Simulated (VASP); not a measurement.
# HgTe (I-4m2) in VASP: further runs, part 2 of 3

VASP 6.6.1.

### Step 4. Single point, HSE(alpha, omega)

File POSCAR:

```
HgTe
1.0
   -3.0456030000      3.0456030000      1.5594100000
    3.0456030000     -3.0456030000      1.5594100000
    3.0456030000      3.0456030000     -1.5594100000
Hg Te
1 1
Direct
    0.7500000000      0.2500000000      0.5000000000
    0.0000000000      0.0000000000      0.0000000000
```

File INCAR.step1:

```
SYSTEM = HgTe
ALGO = Normal
EDIFF = 1E-5
ENCUT = 520
GGA = PE
ISIF = 2
ISMEAR = -1
LASPH = .True.
LREAL = .False.
LWAVE = .True.
NELM = 80
PREC = Accurate
SIGMA = 0.05
```

File INCAR.step2:

```
SYSTEM = HgTe
AEXX = 0.25
ALGO = Normal
EDIFF = 1E-7
ENCUT = 520
GGA = PE
HFSCREEN = 0.6
ISIF = 2
ISMEAR = -1
ISTART = 1
LASPH = .True.
LCHARG = .False.
LHFCALC = .True.
LREAL = .False.
LWAVE = .False.
NELM = 80
PREC = Accurate
PRECFOCK = Fast
SIGMA = 0.05
```

File KPOINTS:

```
k-points
0
Gamma
  5 5 5
  0 0 0
```

Potentials or basis: VASP PAW PBE potentials, release 64 (Hg, Te).

Started as:

```console
cat potpaw_PBE.64/Hg/POTCAR potpaw_PBE.64/Te/POTCAR > POTCAR
cp INCAR.step1 INCAR
mpirun -np 1 vasp_std > vasp.out
cp INCAR.step2 INCAR
mpirun -np 1 vasp_std > vasp.out
```

OUTCAR:

```text
SYSTEM = HgTe
   AEXX = 0.25
   EDIFF = 1E-7
   ENCUT = 520
   GGA = PE
   HFSCREEN = 0.6
   ISIF = 2
   ISMEAR = -1
   ISTART = 1
   LASPH = .True.
   LHFCALC = .True.
   LREAL = .False.
   NELM = 80
   PREC = Accurate
   PRECFOCK = Fast

 ion  position               nearest neighbor table
   1  0.750  0.250  0.500-   2 3.14   2 3.14   2 3.14   2 3.14
   2  0.000  0.000  0.000-   1 3.14   1 3.14   1 3.14   1 3.14

  LATTYP: Found a body centered tetragonal cell.
 ALAT       =     6.0912060000
 C/A-ratio  =     0.5120201156

  Lattice vectors:

 A1 = (  -3.0456030000,   3.0456030000,   1.5594100000)
 A2 = (   3.0456030000,  -3.0456030000,   1.5594100000)
 A3 = (   3.0456030000,   3.0456030000,  -1.5594100000)

Analysis of symmetry for initial positions (statically):
=====================================================================
 Subroutine PRICEL returns:
 Original cell was already a primitive cell.

 Routine SETGRP: Setting up the symmetry group for a
 body centered tetragonal supercell.

 Subroutine GETGRP returns: Found  8 space group operations
 (whereof  8 operations were pure point group operations)
 out of a pool of 16 trial point group operations.

The static configuration has the point symmetry D_2d.

Analysis of symmetry for dynamics (positions and initial velocities):
=====================================================================
 Subroutine PRICEL returns:
 Original cell was already a primitive cell.

 Routine SETGRP: Setting up the symmetry group for a
 body centered tetragonal supercell.

 Subroutine GETGRP returns: Found  8 space group operations
 (whereof  8 operations were pure point group operations)
 out of a pool of 16 trial point group operations.

The dynamic configuration has the point symmetry D_2d.

 Subroutine INISYM returns: Found  8 space group operations
 (whereof  8 operations are pure point group operations),
 and found     1 'primitive' translations

----------------------------------------------------------------------------------------

                                     Primitive cell
[... 122 lines left out ...]
   LRPA    =     F    only Hartree local field effects (RPA)
 non-spin polarized calculation
  energy-cutoff  :      520.00
  volume of cell :       57.86
 maximum number of plane-waves:      1571
 NGX is ok and might be reduce to    36
  NGX = 20; NGY = 20; NGZ = 20

 number of electron      18.0000002 magnetization

 Free energy of the ion-electron system (eV)
  ---------------------------------------------------
  ext. energy  EPLUGINS =         0.00000000
  ---------------------------------------------------
  free energy    TOTEN  =        -3.49407610 eV

  energy without entropy =       -3.47921362  energy(sigma->0) =       -3.48664486

 E-fermi :   4.1005     XC(G=0):  -8.6852

 val. band max:        4.0401698744   @ k =  -0.4000  -0.4000   0.2000
 cond. band min:       4.1190029402   @ k =  -0.4000   0.2000   0.0000
 fundamental gap:      0.0788330658
 Fermi energy:         4.1004600676

 k-point     1 :       0.0000    0.0000    0.0000
  band No.  band energies     occupation
      1      -8.7721      2.00000
      2      -3.8674      2.00000
      3      -3.1628      2.00000
      4      -3.1073      2.00000
      5      -2.6881      2.00000
      6      -2.6881      2.00000
      7       0.8566      2.00000
      8       1.7505      2.00000
      9       1.7505      2.00000
     10       7.9718      0.00000
     11       9.0722      0.00000
     12      11.5769      0.00000
     13      11.5769      0.00000
[... 258 lines left out ...]
  band No.  band energies     occupation
      1      -7.6387      2.00000
      2      -3.3931      2.00000
      3      -2.9945      2.00000
      4      -2.9945      2.00000
      5      -2.8774      2.00000
      6      -2.5739      2.00000
      7       0.4014      2.00000
      8       0.5921      2.00000
      9       0.5921      2.00000
     10       3.8084      1.99420
     11      12.3855      0.00000
     12      12.3855      0.00000
     13      12.8229      0.00000

------------------------ aborting loop because EDIFF is reached ----------------------------------------

  FORCE on cell =-STRESS in cart. coord.  units (eV):
  Direction    XX          YY          ZZ          XY          YZ          ZX
  --------------------------------------------------------------------------------------
  -------------------------------------------------------------------------------------
  Total       -0.7901698     -0.7901698      1.0129502      0.0000000      0.0000000      0.0000000
  in kB      -21.8808469    -21.8808469     28.0499304      0.0000000      0.0000000      0.0000000
  external PRESSURE =      -5.2372545 kB  Pullay stress =       0.0000000 kB

 VOLUME and BASIS-vectors are now :
 -----------------------------------------------------------------------------
  energy-cutoff  :      520.00
  volume of cell :       57.86
      direct lattice vectors                 reciprocal lattice vectors
    -3.045603000  3.045603000  1.559410000     0.000000000  0.164171102  0.320634086
     3.045603000 -3.045603000  1.559410000     0.164171102  0.000000000  0.320634086
     3.045603000  3.045603000 -1.559410000     0.164171102  0.164171102  0.000000000

 POSITION                                       TOTAL-FORCE (eV/Angst)
 -----------------------------------------------------------------------------------
      0.00000      3.04560      0.77970         0.000000     -0.000000     -0.000000
      0.00000      0.00000      0.00000        -0.000000      0.000000      0.000000
 -----------------------------------------------------------------------------------
    total drift:                                0.000000     -0.000000      0.000000

  FREE ENERGIE OF THE ION-ELECTRON SYSTEM (eV)
  ---------------------------------------------------
  free  energy   TOTEN  =        -3.4940760987 eV

  energy  without entropy=       -3.4792136226  energy(sigma->0) =       -3.48664486
```

OUTCAR.step1:

```text
SYSTEM = HgTe
   EDIFF = 1E-5
   ENCUT = 520
   GGA = PE
   ISIF = 2
   ISMEAR = -1
   LASPH = .True.
[... 502 lines left out ...]
      0.00000      3.04560      0.77970         0.000000     -0.000000     -0.000000
      0.00000      0.00000      0.00000        -0.000000      0.000000      0.000000
 -----------------------------------------------------------------------------------
    total drift:                               -0.000000      0.000000     -0.000000

  FREE ENERGIE OF THE ION-ELECTRON SYSTEM (eV)
  ---------------------------------------------------
  free  energy   TOTEN  =        -3.1053220595 eV

  energy  without entropy=       -3.0909756524  energy(sigma->0) =       -3.09814886
```

OSZICAR.step1:

```text
N       E                     dE             d eps       ncg     rms          rms(c)
DAV:   1     0.986972479330E+02    0.98697E+02   -0.78726E+03   468   0.119E+03
DAV:   2     0.346710335251E+00   -0.98351E+02   -0.93258E+02   523   0.267E+02
DAV:   3    -0.323399820517E+01   -0.35807E+01   -0.35238E+01   538   0.496E+01
DAV:   4    -0.325512091988E+01   -0.21123E-01   -0.21117E-01   493   0.389E+00
DAV:   5    -0.325532849029E+01   -0.20757E-03   -0.20757E-03   553   0.438E-01    0.770E+00
DAV:   6    -0.310872720697E+01    0.14660E+00   -0.48894E-01   498   0.883E+00    0.488E+00
DAV:   7    -0.310608460229E+01    0.26426E-02   -0.38594E-02   478   0.183E+00    0.196E+00
DAV:   8    -0.310523992556E+01    0.84468E-03   -0.43597E-03   503   0.530E-01    0.323E-01
DAV:   9    -0.310529841514E+01   -0.58490E-04   -0.27375E-04   523   0.154E-01    0.785E-02
DAV:  10    -0.310532143121E+01   -0.23016E-04   -0.96434E-05   493   0.728E-02    0.848E-03
DAV:  11    -0.310532205953E+01   -0.62832E-06   -0.47585E-06   249   0.214E-02
   1 F= -.31053221E+01 E0= -.30981489E+01  d E =-.143464E-01
```

It took 11 min on 1 thread of Intel Xeon Platinum 8559C (Emerald Rapids), shared host; peak memory 0.3 GiB.

What came out:

- Free energy: -3.4941 eV
- Pressure: -0.5 GPa
- Band gap on the k mesh: none (metal or under the smearing width)

Caveat: the k mesh is coarse (spacing up to 0.45 Å⁻¹), so the values aren't converged, least of all with exact exchange; the PAW data sets were made with another functional, which shifts forces and pressure a little.

### Step 5. Single point, PBE

File INCAR:

```
SYSTEM = HgTe
ALGO     = Fast           ! electronic algorithm
EDIFF    = 1E-6           ! SCF threshold, eV
ENCUT    = 500            ! plane-wave cutoff, eV
GGA      = PE             ! functional
ISIF     = 2              ! what is computed and relaxed
ISMEAR   = 0              ! smearing method
LASPH    = .TRUE.         ! aspherical terms in the spheres
LCHARG   = .FALSE.        ! write CHGCAR
LREAL    = .FALSE.        ! projectors in reciprocal space
LWAVE    = .FALSE.        ! write WAVECAR
NBANDS   = 20             ! bands
NELM     = 100            ! most SCF steps
PREC     = Accurate       ! precision mode
SIGMA    = 0.02           ! smearing width, eV
```

File KPOINTS:

```
k-points
0
G
  5 5 5
  0 0 0
```

POSCAR is that of step 4.

Potentials or basis: VASP PAW PBE potentials, release 64 (Hg_sv_GW, Te_GW).

Started as:

```console
cat potpaw_PBE.64/Hg_sv_GW/POTCAR potpaw_PBE.64/Te_GW/POTCAR > POTCAR
mpirun -np 1 vasp_std > vasp.out
```

OUTCAR:

```text
SYSTEM = HgTe
   EDIFF = 1E-6
   ENCUT = 500
   GGA = PE
   ISIF = 2
   ISMEAR = 0
   LASPH = .TRUE.
   LREAL = .FALSE.
   NELM = 100
   PREC = Accurate

 ion  position               nearest neighbor table
   1  0.750  0.250  0.500-   2 3.14   2 3.14   2 3.14   2 3.14
   2  0.000  0.000  0.000-   1 3.14   1 3.14   1 3.14   1 3.14

  LATTYP: Found a body centered tetragonal cell.
 ALAT       =     6.0912060000
 C/A-ratio  =     0.5120201156

  Lattice vectors:

 A1 = (  -3.0456030000,   3.0456030000,   1.5594100000)
 A2 = (   3.0456030000,  -3.0456030000,   1.5594100000)
 A3 = (   3.0456030000,   3.0456030000,  -1.5594100000)

Analysis of symmetry for initial positions (statically):
=====================================================================
 Subroutine PRICEL returns:
 Original cell was already a primitive cell.

 Routine SETGRP: Setting up the symmetry group for a
 body centered tetragonal supercell.

 Subroutine GETGRP returns: Found  8 space group operations
 (whereof  8 operations were pure point group operations)
 out of a pool of 16 trial point group operations.

The static configuration has the point symmetry D_2d.

Analysis of symmetry for dynamics (positions and initial velocities):
=====================================================================
 Subroutine PRICEL returns:
 Original cell was already a primitive cell.

 Routine SETGRP: Setting up the symmetry group for a
 body centered tetragonal supercell.

 Subroutine GETGRP returns: Found  8 space group operations
 (whereof  8 operations were pure point group operations)
 out of a pool of 16 trial point group operations.

The dynamic configuration has the point symmetry D_2d.

 Subroutine INISYM returns: Found  8 space group operations
 (whereof  8 operations are pure point group operations),
 and found     1 'primitive' translations

----------------------------------------------------------------------------------------

                                     Primitive cell

  volume of cell :      57.8585

  direct lattice vectors                    reciprocal lattice vectors
    -3.045603000  3.045603000  1.559410000     0.000000000  0.164171102  0.320634086
     3.045603000 -3.045603000  1.559410000     0.164171102  0.000000000  0.320634086
     3.045603000  3.045603000 -1.559410000     0.164171102  0.164171102  0.000000000

  length of vectors
     4.580737366  4.580737366  4.580737366     0.360219888  0.360219888  0.232172999

  position of ions in fractional coordinates (direct lattice)
     0.750000000  0.250000000  0.500000000
     0.000000000  0.000000000  0.000000000

  ion indices of the primitive-cell ions
   primitive index   ion index
                 1           1
                 2           2

----------------------------------------------------------------------------------------

 KPOINTS: k-points

Automatic generation of k-mesh.
 Grid dimensions read from file:
 generate k-points for:    5    5    5

 Generating k-lattice:

  Cartesian coordinates                     Fractional coordinates (reciprocal lattice)
     0.000000000  0.032834220  0.064126817     0.200000000 -0.000000000  0.000000000
     0.032834220  0.000000000  0.064126817    -0.000000000  0.200000000  0.000000000
     0.032834220  0.032834220  0.000000000     0.000000000  0.000000000  0.200000000

  Length of vectors
     0.072043978  0.072043978  0.046434600

  Shift w.r.t. Gamma in fractional coordinates (k-lattice)
     0.000000000  0.000000000  0.000000000

 Subroutine IBZKPT returns following result:
 ===========================================

 Found     18 irreducible k-points:

 Following reciprocal coordinates:
            Coordinates               Weight
  0.000000  0.000000  0.000000      1.000000
  0.200000  0.000000  0.000000      8.000000
  0.400000  0.000000  0.000000      8.000000
  0.200000  0.200000  0.000000      8.000000
  0.400000  0.200000  0.000000     16.000000
 -0.400000  0.200000  0.000000     16.000000
[... 10 lines left out ...]
 -0.400000  0.400000  0.400000      4.000000
 -0.400000 -0.400000  0.400000      2.000000
   k-points           NKPTS =     18   k-points in BZ     NKDIM =     18   number of bands    NBANDS=     20
   number of dos      NEDOS =    301   number of ions     NIONS =      2
   total plane-waves  NPLWV =  46656
   dimension x,y,z NGX =    36 NGY =   36 NGZ =   36
   dimension x,y,z NGXF=    72 NGYF=   72 NGZF=   72
   ions per type =               1   1
   NGX,Y,Z   is equivalent  to a cutoff of  13.07, 13.07, 13.07 a.u.
   NGXF,Y,Z  is equivalent  to a cutoff of  26.13, 26.13, 26.13 a.u.
 SYSTEM =  HgTe
   PREC   = accura    normal or accurate (medium, high low for compatibility)
   ISTART =      0    job   : 0-new  1-cont  2-samecut
   ICHARG =      2    charge: 1-file 2-atom 10-const
   ISPIN  =      1    spin polarized calculation?
   LNONCOLLINEAR =      F non collinear calculations
   LSORBIT =      F    spin-orbit coupling
   LASPH  =      T    aspherical Exc in radial PAW
   ENCUT  =  500.0 eV  36.75 Ry    6.06 a.u.   8.35  8.35  8.35*2*pi/ulx,y,z
   NELM   =    100;   NELMIN=  2; NELMDL= -5     # of ELM steps
   EDIFF  = 0.1E-05   stopping-criterion for ELM
   LREAL  =      F    real-space projection
   EDIFFG = 0.1E-04   stopping-criterion for IOM
   NSW    =      0    number of steps for IOM
   IBRION =     -1    ionic relax: 0-MD 1-quasi-New 2-CG
   NFREE  =      0    steps in history (QN), initial steepest desc. (CG)
   ISIF   =      2    stress and relaxation
   ISYM   =      2    0-nonsym 1-usesym 2-fastsym
   POTIM  = 0.5000    time-step for ionic-motion
   TEBEG  =    0.0;   TEEND  =   0.0 temperature during run
   PSTRESS=    0.0 pullay stress
   NELECT =      26.0000    total number of electrons
   NUPDOWN=      -1.0000    fix difference up-down
   EMIN   =  10.00;   EMAX   =-10.00  energy-range for DOS
   EFERMI =   0.00;   METHOD = LEGACY
   ISMEAR =     0;   SIGMA  =   0.02  broadening in eV -4-tet -1-fermi 0-gaus
   EFERMI_NEDOS =   21; number of points for ismear=-14 and -15
   IALGO  =     68    algorithm
   IMIX   =      4    mixing-type and parameters
     AMIX     =   0.40;   BMIX     =  1.00
     AMIX_MAG =   1.60;   BMIX_MAG =  1.00
  volume/ion in A,a.u.               =      28.93       195.22
  Fermi-wavevector in a.u.,A,eV,Ry     =   1.253941  2.369604 21.393354  1.572367
  Thomas-Fermi vector in A             =   2.387769
   LORBIT       =      0    0 simple, 1 ext, 2 COOP (PROOUT), +10 PAW based schemes
   GGA     = PE    functional components
   LHFCALC =     F    Hartree Fock is set to
   AEXX    =    0.0000 exact exchange contribution
   IVDW    =     0    specifies the selected vdW correction
   LEPSILON=     F    determine dielectric tensor
   LRPA    =     F    only Hartree local field effects (RPA)
 non-spin polarized calculation
 RMM-DIIS sequential band-by-band and
 Gauss-broadening in eV      SIGMA  =   0.02
  energy-cutoff  :      500.00
  volume of cell :       57.86
 maximum number of plane-waves:      1501
 NGX is ok and might be reduce to    36
   NGX = 17   NGY = 17   NGZ = 17

 number of electron      25.9999994 magnetization

 Free energy of the ion-electron system (eV)
  ---------------------------------------------------
  ext. energy  EPLUGINS =         0.00000000
  ---------------------------------------------------
  free energy    TOTEN  =        -3.11570385 eV

  energy without entropy =       -3.11455335  energy(sigma->0) =       -3.11512860

 E-fermi :   5.5332     XC(G=0): -10.0148

 val. band max:        5.4681225282   @ k =  -0.4000  -0.4000   0.2000
 cond. band min:       5.5427670891   @ k =  -0.4000   0.2000   0.0000
 fundamental gap:      0.0746445609
 Fermi energy:         5.5332284098

 k-point     1 :       0.0000    0.0000    0.0000
  band No.  band energies     occupation
      1    -109.0038      2.00000
      2     -57.3584      2.00000
      3     -57.3401      2.00000
      4     -57.3401      2.00000
      5      -6.7216      2.00000
      6      -1.6200      2.00000
[... 12 lines left out ...]
     19      16.0335      0.00000
     20      16.9467      0.00000
[... 369 lines left out ...]
 k-point    18 :      -0.4000   -0.4000    0.4000
  band No.  band energies     occupation
      1    -109.0035      2.00000
      2     -57.3682      2.00000
      3     -57.3390      2.00000
      4     -57.3390      2.00000
      5      -5.6201      2.00000
      6      -1.1414      2.00000
[... 12 lines left out ...]
     19      17.2075      0.00000
     20      17.7077      0.00000

------------------------ aborting loop because EDIFF is reached ----------------------------------------

  FORCE on cell =-STRESS in cart. coord.  units (eV):
  Direction    XX          YY          ZZ          XY          YZ          ZX
  --------------------------------------------------------------------------------------
  -------------------------------------------------------------------------------------
  Total       -0.7268105     -0.7268105      0.9199921      0.0000000      0.0000000      0.0000000
  in kB      -20.1263435    -20.1263435     25.4757976      0.0000000      0.0000000      0.0000000
  external PRESSURE =      -4.9256298 kB  Pullay stress =       0.0000000 kB

 VOLUME and BASIS-vectors are now :
 -----------------------------------------------------------------------------
  energy-cutoff  :      500.00
  volume of cell :       57.86
      direct lattice vectors                 reciprocal lattice vectors
    -3.045603000  3.045603000  1.559410000     0.000000000  0.164171102  0.320634086
     3.045603000 -3.045603000  1.559410000     0.164171102  0.000000000  0.320634086
     3.045603000  3.045603000 -1.559410000     0.164171102  0.164171102  0.000000000

 POSITION                                       TOTAL-FORCE (eV/Angst)
 -----------------------------------------------------------------------------------
      0.00000      3.04560      0.77970        -0.000000     -0.000000     -0.000000
      0.00000      0.00000      0.00000         0.000000      0.000000      0.000000
 -----------------------------------------------------------------------------------
    total drift:                               -0.000000      0.000000     -0.000000

  FREE ENERGIE OF THE ION-ELECTRON SYSTEM (eV)
  ---------------------------------------------------
  free  energy   TOTEN  =        -3.1157038472 eV

  energy  without entropy=       -3.1145533526  energy(sigma->0) =       -3.11512860
```

Wall time 22 s (1 thread of AMD EPYC 9R45 (Zen 5), shared host); peak memory 0.2 GiB.

What came out:

- Free energy: -3.1157 eV
- Pressure: -0.5 GPa
- Band gap on the k mesh: none (metal or under the smearing width)

Stress tensor (GPa, compression positive):
```
-2.01  0.00  0.00
 0.00 -2.01  0.00
 0.00  0.00  2.55
```

Caveat: the k mesh is coarse (spacing up to 0.45 Å⁻¹), so the values aren't converged. The run has no spin-orbit coupling, so splittings on Hg, Te are missing.

(Part 2 of 3 ends here.)
